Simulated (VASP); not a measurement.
# W: single point with PBE

W:

```
W
1.0
    -1.60898    1.60898    1.60898
     1.60898   -1.60898    1.60898
     1.60898    1.60898   -1.60898
W
1
Direct
  0.00000 0.00000 0.00000
```

The cell isn't the ideal one: a relaxed cell with its volume scaled by 1.03.

* Program: VASP 6.6.1
* Task: single point
* Functional: PBE
* Potentials or basis: VASP PAW PBE potentials, release 64 (W_sv)
* Cutoff: 520 eV
* k mesh: 12 × 12 × 12
* Occupations: gaussian, width 0.1 eV
* Spin: no spin polarisation

```
Pressure               : -8.5 GPa
Band gap on the k mesh : none (metal or under the smearing width)
```

Levels at points of the mesh, in eV from the Fermi level:
```
           k point  band 4  band 5  band 6  band 7  band 8  band 9  band 10  band 11
(0.00, 0.00, 0.00)  -37.78   -9.24   -1.04   -1.04   -1.04    2.26     2.26    14.52
(0.50, 0.00, 0.00)  -37.78   -5.84   -3.22    0.64    2.12    3.04     5.83    10.41
(0.50, 0.50, 0.50)  -38.54   -5.33   -5.33    4.92    4.92    4.92     7.98     7.98
```

It took 7.3 s on 1 thread of Intel(R) Xeon(R) Platinum 8488C (Sapphire Rapids), on a shared host, peak memory 0.14 GiB.

The run has no spin-orbit coupling, so splittings on W are missing.
